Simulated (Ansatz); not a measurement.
**Zn under changes of volume**

One of the cells (15.169 Å³/atom); the others are scaled copies at fixed shape and fractional positions:

```
Zn
1.0
     0.00000    1.96478    1.96478
     1.96478    0.00000    1.96478
     1.96478    1.96478    0.00000
Zn
1
Direct
  0.00000 0.00000 0.00000
```

This isn't the form of Zn at room conditions, which is hcp.

| Item | Value |
| --- | --- |
| Program | Ansatz 0.2.0 |
| Functional | rPW86-PBE |
| Dispersion | D3(BJ)+ATM |
| Potentials or basis | all-electron LAPW, non-relativistic |
| Cutoff | 221 eV (chosen from the basis error) |
| Basis error allowed | 0.002 eV/atom |
| k mesh | 12 × 12 × 12 |
| Occupations | fermi-dirac, width 0.15 eV |
| Spin | no spin polarisation |

```csv
volume (Å³/atom),energy over the lowest point (meV/atom),pressure (GPa)
14.259,23.33,6.9
14.563,12.60,4.9
14.866,5.41,3.1
15.169,1.33,1.6
15.473,0.00,0.2
15.776,1.09,-1.0
16.080,?,?
```

Question: What does the run at 16.080 Å³/atom give?

Answer: Energy over the lowest point 4.24 meV/atom; pressure -2.1 GPa.

Worked out: A Birch-Murnaghan fit of order 3 (a polynomial in V^(-2/3)) to the other rows has its minimum at 15.48 Å³/atom with B0 = V·E''(V) = 65 GPa and B' = 5.3. It gives 4.34 meV/atom at 16.080 Å³/atom, against the run's 4.24, and -dE/dV = -2.2 GPa, against -2.1.

Energies are extrapolated to zero smearing.

Caveats: pairwise dispersion overbinds metals, which lowers pressure and volume.
